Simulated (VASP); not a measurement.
# Mg4H (Pm-3m) in VASP: notebook, part 2 of 2

VASP 6.6.1. The steps go on from the part before.

## 3. Relaxation of cell and atoms, PBE (species swapped into the Mn4N type (Pm-3m, No. 221))

File INCAR:

```
PREC = Accurate ; ENCUT = 600
EDIFF = 1E-7 ; ISMEAR = 0
SIGMA = 0.1 ; LREAL = F
LASPH = T ; NELM = 100
ALGO = Fast ; ISIF = 3
LWAVE = F ; LCHARG = F
GGA = PE ; IBRION = 2
NSW = 100 ; EDIFFG = -0.01
```

File KPOINTS:

```
Automatic mesh
0
Gamma
  8 8 8
```

File POSCAR:

```
Mg4H
1.0
    5.4328274646      0.0000000000      0.0000000000
    0.0000000000      5.4328274646      0.0000000000
    0.0000000000      0.0000000000      5.4328274646
Mg H
4 1
Direct
    0.5000000000      0.5000000000      0.5000000000
    0.0000000000      0.5000000000      0.5000000000
    0.5000000000      0.0000000000      0.5000000000
    0.5000000000      0.5000000000      0.0000000000
    0.0000000000      0.0000000000      0.0000000000
```

Potentials or basis: VASP PAW PBE potentials, release 64 (Mg, H).

Launch:

```bash
$ cat potpaw_PBE.64/Mg/POTCAR potpaw_PBE.64/H/POTCAR > POTCAR
$ mpirun -np 1 vasp_std > vasp.out
```

OUTCAR:

```text
PREC = Accurate
   ENCUT = 600
   EDIFF = 1E-7
   ISMEAR = 0
   LREAL = F
   LASPH = T
   NELM = 100
   ISIF = 3
   GGA = PE
   IBRION = 2
   NSW = 100
   EDIFFG = -0.01

 ion  position               nearest neighbor table
   1  0.500  0.500  0.500-   2 2.72   3 2.72   4 2.72   4 2.72   3 2.72   2 2.72
   2  0.000  0.500  0.500-   1 2.72   1 2.72
   3  0.500  0.000  0.500-   1 2.72   1 2.72
   4  0.500  0.500  0.000-   1 2.72   1 2.72
   5  0.000  0.000  0.000-

  LATTYP: Found a simple cubic cell.
 ALAT       =     5.4328274646

  Lattice vectors:

 A1 = (   5.4328274646,   0.0000000000,   0.0000000000)
 A2 = (   0.0000000000,   5.4328274646,   0.0000000000)
 A3 = (   0.0000000000,   0.0000000000,   5.4328274646)

[... 276 lines left out ...]
 cond. band min:      -0.3445867641   @ k =   0.5000   0.5000   0.1250
 fundamental gap:      0.0256408924
 Fermi energy:        -0.3655770636

 k-point     1 :       0.0000    0.0000    0.0000
  band No.  band energies     occupation
      1      -5.4070      2.00000
      2      -0.9682      2.00000
      3      -0.5558      1.99287
      4      -0.5558      1.99287
      5      -0.5558      1.99287
      6      -0.0165      0.00000
      7      -0.0165      0.00000
      8       3.0892      0.00000
[... 243 lines left out ...]
 k-point    24 :       0.5000    0.3750    0.1250
  band No.  band energies     occupation
      1      -4.2098      2.00000
      2      -2.7424      2.00000
      3      -2.3017      2.00000
      4      -1.3388      2.00000
      5      -0.4324      1.65534
      6       1.1047      0.00000
      7       1.8692      0.00000
      8       1.9323      0.00000

 [... further k-points ...]

------------------------ aborting loop because EDIFF is reached ----------------------------------------

  FORCE on cell =-STRESS in cart. coord.  units (eV):
  Direction    XX          YY          ZZ          XY          YZ          ZX
  --------------------------------------------------------------------------------------
  -------------------------------------------------------------------------------------
  Total       -0.0221238     -0.0221238     -0.0221238      0.0000000      0.0000000     -0.0000000
  in kB       -0.2142723     -0.2142723     -0.2142723      0.0000000      0.0000000     -0.0000000
  external PRESSURE =      -0.2142723 kB  Pullay stress =       0.0000000 kB
[... 20 lines left out ...]
  FREE ENERGIE OF THE ION-ELECTRON SYSTEM (eV)
  ---------------------------------------------------
  free  energy   TOTEN  =        -4.8414286820 eV

  energy  without entropy=       -4.8246581049  energy(sigma->0) =       -4.83304339

 reached required accuracy - stopping structural energy minimisation
```

CONTCAR:

```text
Mg4H
   1.00000000000000
     5.4895253601939098    0.0000000000000000   -0.0000000000000000
     0.0000000000000000    5.4895253601939098   -0.0000000000000000
     0.0000000000000000    0.0000000000000000    5.4895253601939098
  Mg              H
     4     1
Direct
     0.5000000000000000    0.5000000000000000    0.5000000000000000
     0.0000000000000000    0.5000000000000000    0.5000000000000000
     0.5000000000000000    0.0000000000000000    0.5000000000000000
     0.5000000000000000    0.5000000000000000    0.0000000000000000
     0.0000000000000000    0.0000000000000000    0.0000000000000000

  0.00000000E+00  0.00000000E+00  0.00000000E+00
  0.00000000E+00  0.00000000E+00  0.00000000E+00
  0.00000000E+00  0.00000000E+00  0.00000000E+00
  0.00000000E+00  0.00000000E+00  0.00000000E+00
  0.00000000E+00  0.00000000E+00  0.00000000E+00
```

Wall time 2.9 min (1 thread of Intel Xeon Platinum 8375C at 2.90GHz (Ice Lake), shared host); peak memory 0.36 GiB.

What came out:

```
Free energy                            : -4.8414 eV
Relaxed volume                         : 33.09 Å³/atom
Relaxed cell                           : a = 5.490 Å, b = 5.490 Å, c = 5.490 Å, α = 90.00°, β = 90.00°, γ = 90.00°
Space group after relaxing (to 0.05 Å) : Pm-3m (No. 221)
Energy gained by relaxing              : 1.3 meV/atom
Ionic steps                            : 3
Pressure after relaxing                : 0.0 GPa
Band gap on the k mesh                 : none (metal or under the smearing width)
```

The path:
```tsv
step	energy change (eV)	largest force (eV/Å)	pressure (GPa)	volume (Å³)
1	0.0000	0.0000	0.43	160.35
2	-0.0043	0.0000	0.24	162.38
3	-0.0063	0.0000	-0.02	165.43
```

Final structure:
```xyz
5
Lattice="5.4895 0.0000 0.0000 0.0000 5.4895 0.0000 0.0000 0.0000 5.4895" Properties=species:S:1:pos:R:3 pbc="T T T"
Mg    2.7448    2.7448    2.7448
Mg    0.0000    2.7448    2.7448
Mg    2.7448    0.0000    2.7448
Mg    2.7448    2.7448    0.0000
H     0.0000    0.0000    0.0000
```

## 4. Single point, PBE (species swapped into the Mn4N type (Pm-3m, No. 221))

File INCAR:

```
SYSTEM = Mg4H
ALGO = Normal
EDIFF = 1E-6
ENCUT = 520
GGA = PE
ISIF = 2
ISMEAR = 0
LASPH = .TRUE.
LCHARG = .FALSE.
LREAL = .FALSE.
LWAVE = .FALSE.
NBANDS = 12
NELM = 60
PREC = Accurate
SIGMA = 0.1
```

File KPOINTS:

```
k-points
0
G
  4 4 4
  0 0 0
```

POSCAR, as its differences from that of step 3:

```diff
@@ -2,5 +2,5 @@
 1.0
-    5.4328274646      0.0000000000      0.0000000000
-    0.0000000000      5.4328274646      0.0000000000
-    0.0000000000      0.0000000000      5.4328274646
+    4.1351582800      0.0000000000      0.0000000000
+    0.0000000000      4.1351582800      0.0000000000
+    0.0000000000      0.0000000000      4.1351582800
 Mg H
```

Launch:

```bash
$ cat potpaw_PBE.64/Mg/POTCAR potpaw_PBE.64/H/POTCAR > POTCAR
$ mpirun -np 1 vasp_std > vasp.out
```

Run time: 14 s. Hardware: 1 thread of Intel Xeon Platinum 8375C at 2.90GHz (Ice Lake), shared host; peak memory 0.17 GiB.

Results (log left out):

| Item | Value |
| --- | --- |
| Free energy | 3.9611 eV |
| Pressure | 57.1 GPa |
| Band gap on the k mesh | none (metal or under the smearing width) |

Levels at points of the mesh, in eV from the Fermi level:
```csv
k point,band 2,band 3,band 4,band 5,band 6,band 7
"(0.00, 0.00, 0.00)",-1.58,-0.73,-0.73,-0.73,1.55,1.55
"(0.50, 0.00, 0.00)",-5.93,0.26,0.26,0.26,2.14,2.14
"(0.50, 0.50, 0.00)",-4.13,-3.76,-3.76,1.13,2.40,3.17
"(0.50, 0.50, 0.50)",-2.91,-2.28,-2.28,-2.28,-1.14,-1.14
```

Caveat: the k mesh is coarse (spacing up to 0.38 Å⁻¹), so the values aren't converged; a pressure of tens of GPa on the cell as given is suspect, and the run, the potentials or the cell itself is likely at fault.

## 5. The runs side by side

```csv
task,cell,k mesh,cutoff (eV),mesh quality,gap on the mesh (eV),pressure (GPa)
single point,"species swapped into the Mn4N type (Pm-3m, No. 221)",8 × 8 × 8,520,not flagged,none,0.0
relaxation of cell and atoms,"relaxed from: species swapped into the Mn4N type (Pm-3m, No. 221)",8 × 8 × 8,600,not flagged,none,0.0
single point,"species swapped into the Mn4N type (Pm-3m, No. 221)",4 × 4 × 4,520,coarse,none,57.1
```

Alike in all rows: level PBE; potentials or basis VASP PAW PBE potentials, release 64 (Mg, H); no spin polarisation; smearing gaussian 0.1 eV.

Caveats: some runs use coarse meshes; a pressure of tens of GPa on the cell as given is suspect, and the run, the potentials or the cell itself is likely at fault (some runs).

Absolute energies hang on the potentials; compare differences alone.
